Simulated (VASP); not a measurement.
Input of a VASP 6.6.1 run:

Contents of INCAR:

```
SYSTEM = MgH2
ALGO = Normal
EDIFF = 1E-7
EDIFFG = -0.005
ENCUT = 300
GGA = PE
IBRION = 2
ISIF = 3
ISMEAR = 0
KPAR = 2
LASPH = .True.
LCHARG = .False.
LREAL = .False.
LWAVE = .False.
NELM = 80
NSW = 90
PREC = Accurate
SIGMA = 0.03
```

The input KPOINTS:

```
k-points
0
Gamma
  3 3 5
  0 0 0
```

File POSCAR:

```
MgH2                                    
1.0
    4.4959939473     -0.0000000000      0.0000000000
   -0.0000000000      4.4959939473      0.0000000000
    0.0000000000      0.0000000000      3.0033269349
  Mg              H             
     2     4
Direct
     0.0000000000000000    0.0000000000000000    0.0000000000000000
     0.5000000000000000    0.5000000000000000    0.5000000000000000
     0.3043819913776670    0.3043819913776670    0.0000000000000000
     0.1956180086223329    0.8043819913776672    0.5000000000000000
     0.6956180086223328    0.6956180086223328    1.0000000000000000
     0.8043819913776672    0.1956180086223329    0.5000000000000000
```

Potentials or basis: VASP PAW PBE potentials, release 64 (Mg, H_s).

Launch:

```bash
$ cat potpaw_PBE.64/Mg/POTCAR potpaw_PBE.64/H_s/POTCAR > POTCAR
$ mpirun -np 2 vasp_std > vasp.out
```

Question: What does it give for the band gap on the k mesh?

Answer: 4.22 eV, indirect (least direct gap 4.90 eV).

Final structure:
```
CELL_PARAMETERS angstrom
4.49599 0.00000 0.00000
0.00000 4.49599 0.00000
0.00000 0.00000 3.00333
ATOMIC_POSITIONS crystal
Mg 0.00000 0.00000 0.00000
Mg 0.50000 0.50000 0.50000
H 0.30438 0.30438 0.00000
H 0.19562 0.80438 0.50000
H 0.69562 0.69562 0.00000
H 0.80438 0.19562 0.50000
```

Caveat: the k mesh is coarse (spacing up to 0.47 Å⁻¹), so the values aren't converged; the relaxation stopped at its first step, so nothing moved; an odd mesh through Γ misses points on the zone boundary, where band edges often lie.
